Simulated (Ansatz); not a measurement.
## Kick test of a cell of NaH

The cell was found from a structure generator's guess, not taken from experiment.

These are results of DFT PBE, scalar-relativistic, plane waves, PAW in Ansatz 0.2.0, not measurements. Cutoff 420 eV; k points 12×12×2 on the computed 8-atom cell (Γ-centred); Gaussian smearing, width 0.02 eV; no spin polarisation.

The cell below (8 atoms, space group P6_3/mmc (No. 194)) is relaxed within its symmetry.

```
Na H
1.0
     3.37675    0.00000    0.00000
    -1.68837    2.92435    0.00000
     0.00000    0.00000   11.48954
Na H
4 4
Direct
  0.66667 0.33333 0.87808
  0.33333 0.66667 0.12192
  0.33333 0.66667 0.37808
  0.66667 0.33333 0.62192
  0.00000 0.00000 0.00000
  0.00000 0.00000 0.50000
  0.66667 0.33333 0.25000
  0.33333 0.66667 0.75000
```

For the test it was strained at random (σ = 1.5 % a component), the atoms were moved at random (σ = 0.15 Å), and all was relaxed again on a coarse 6×6×1 mesh (in the run’s order of axes) with 0.10 eV smearing, with no symmetry imposed.

Question: Does it come back?

Answer: It returns, within 1 meV/atom of the unmoved cell on that mesh and with the same symmetry when read at 0.1 Å (P1 at 0.01 Å, so small strains and shifts remain). No instability shows in this cell; modes of other wave vectors, which need another repeat, aren't tested.
